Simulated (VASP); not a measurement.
Here is a VASP 6.6.1 calculation.

Contents of INCAR:

```
SYSTEM = Ca8F15
  PREC = Accurate
  ENCUT = 520
  EDIFF = 1E-8
  ISMEAR = -5
  SIGMA = 0.1
  LREAL = Auto
  LASPH = .True.
  NELM = 60
  ALGO = Fast
  ISIF = 2
  LWAVE = .False.
  LCHARG = .False.
  GGA = PE
  LEFG = .True.
  NELECT = 184.0
  NBANDS = 110
```

The input KPOINTS:

```
regular mesh
0
Gamma
  3 3 3
  0 0 0
```

File POSCAR:

```
Ca8F15
1.0
    0.0000000000      5.4620000000      5.4620000000
    5.4620000000      0.0000000000      5.4620000000
    5.4620000000      5.4620000000      0.0000000000
Ca F
8 15
Direct
    0.0000000000      0.0000000000      0.0000000000
    0.0000000000      0.0000000000      0.5000000000
    0.0000000000      0.5000000000      0.0000000000
    0.0000000000      0.5000000000      0.5000000000
    0.5000000000      0.0000000000      0.0000000000
    0.5000000000      0.0000000000      0.5000000000
    0.5000000000      0.5000000000      0.0000000000
    0.5000000000      0.5000000000      0.5000000000
    0.1250000000      0.1250000000      0.6250000000
    0.1250000000      0.6250000000      0.1250000000
    0.1250000000      0.6250000000      0.6250000000
    0.6250000000      0.1250000000      0.1250000000
    0.6250000000      0.1250000000      0.6250000000
    0.6250000000      0.6250000000      0.1250000000
    0.6250000000      0.6250000000      0.6250000000
    0.3750000000      0.3750000000      0.3750000000
    0.3750000000      0.3750000000      0.8750000000
    0.3750000000      0.8750000000      0.3750000000
    0.3750000000      0.8750000000      0.8750000000
    0.8750000000      0.3750000000      0.3750000000
    0.8750000000      0.3750000000      0.8750000000
    0.8750000000      0.8750000000      0.3750000000
    0.8750000000      0.8750000000      0.8750000000
```

Potentials or basis: VASP PAW PBE potentials, release 64 (Ca_sv, F).

Run with:

```sh
$ cat potpaw_PBE.64/Ca_sv/POTCAR potpaw_PBE.64/F/POTCAR > POTCAR
$ mpirun -np 1 vasp_std > vasp.out
```

Predict the band gap on the k mesh.

5.01 eV, direct.

Estimate the largest force.

1.580 eV/Å.

Forces in eV/Å, atoms in the order of the input:
```
Ca  -0.912 -0.912 -0.912
Ca   0.912  0.912 -0.912
Ca   0.912 -0.912  0.912
Ca  -0.069  0.069  0.069
Ca  -0.912  0.912  0.912
Ca   0.069 -0.069  0.069
Ca   0.069  0.069 -0.069
Ca  -0.069 -0.069 -0.069
F    0.000  0.000 -0.137
F    0.000 -0.137  0.000
F    0.137  0.000  0.000
F   -0.137  0.000  0.000
F    0.000  0.137  0.000
F    0.000  0.000  0.137
F    0.000  0.000  0.000
F    0.000  0.000  0.000
F    0.000  0.000 -1.024
F    0.000 -1.024  0.000
F    1.024  0.000  0.000
F   -1.024  0.000  0.000
F    0.000  1.024  0.000
F    0.000  0.000  1.024
F    0.000  0.000  0.000
```

Caveat: the cell carries a net charge on a neutralising background, which shifts energy and pressure; the cell is charged against a uniform background, so pressure and absolute levels hang on convention. A hybrid or GW would open this gap; PBE tends to underestimate it.
